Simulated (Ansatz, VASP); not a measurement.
C in VASP and in Ansatz

The input INCAR:

```
PREC     = Accurate       # precision mode
ENCUT    = 520            # plane-wave cutoff, eV
EDIFF    = 1E-6           # SCF threshold, eV
ISMEAR   = 0              # smearing method
SIGMA    = 0.05           # smearing width, eV
LREAL    = False          # projectors in reciprocal space
LASPH    = True           # aspherical terms in the spheres
NELM     = 60             # most SCF steps
ALGO     = Normal         # electronic algorithm
ISIF     = 2              # what is computed and relaxed
LWAVE    = False          # write WAVECAR
LCHARG   = False          # write CHGCAR
GGA      = CA             # functional
NBANDS   = 11             # bands
```

Contents of KPOINTS:

```
regular mesh
0
Gamma
  12 12 12
```

Contents of POSCAR:

```
C
1.0
    0.0000000000      1.7235554508      1.8086990901
    1.7235554508      0.0000000000      1.8086990901
    1.7235554508      1.7235554508      0.0000000000
C
2
Direct
    0.5000000000      0.5000000000      0.5000000000
    0.7500000000      0.7500000000      0.7500000000
```

Input for Ansatz:

```yaml
crystal:
  lattice:
    - [0.0, 1.7235554508, 1.8086990901]
    - [1.7235554508, 0.0, 1.8086990901]
    - [1.7235554508, 1.7235554508, 0.0]
  atoms:
    - { symbol: C, position: [0.5, 0.5, 0.5] }
    - { symbol: C, position: [0.75, 0.75, 0.75] }
basis:
  ecutwfc: 520.0
kpoints:
  mp_grid: { grid: [12, 12, 12] }
hamiltonian:
  xc: lda
  pseudopotentials: { kind: paw, azcp: { folder: soft_1 } }
scf:
  occupations: { method: gaussian, width: 0.05 }
output:
  forces: true
  stress: true
  eigenvalues: true
```

Alike in both runs: task single point; functional LDA; k mesh 12 × 12 × 12; occupations gaussian, width 0.05 eV; no spin polarisation.

```csv
,VASP,Ansatz
version,VASP 6.6.1,Ansatz 0.2.0
potentials or method,"VASP PAW LDA potentials, release 64 (C)","scalar-relativistic, plane waves, PAW"
plane-wave cutoff (eV),520,520
valence electrons in the cell,8,8
```

VASP gave:

| Item | Value |
| --- | --- |
| gap on the k mesh at the Fermi level (eV) | 3.63 |
| least direct gap on the mesh (eV) | 5.25 |
| pressure (GPa) | 13.8 |
| largest component of the traceless stress (GPa) | 33.02 |

Problem. Which values does Ansatz return?

Solution. gap on the k mesh at the Fermi level (eV): 3.64; least direct gap on the mesh (eV): 5.25; pressure (GPa): 11.9; largest component of the traceless stress (GPa): 33.08.

Ansatz warned: «pseudo_functional_mismatch».
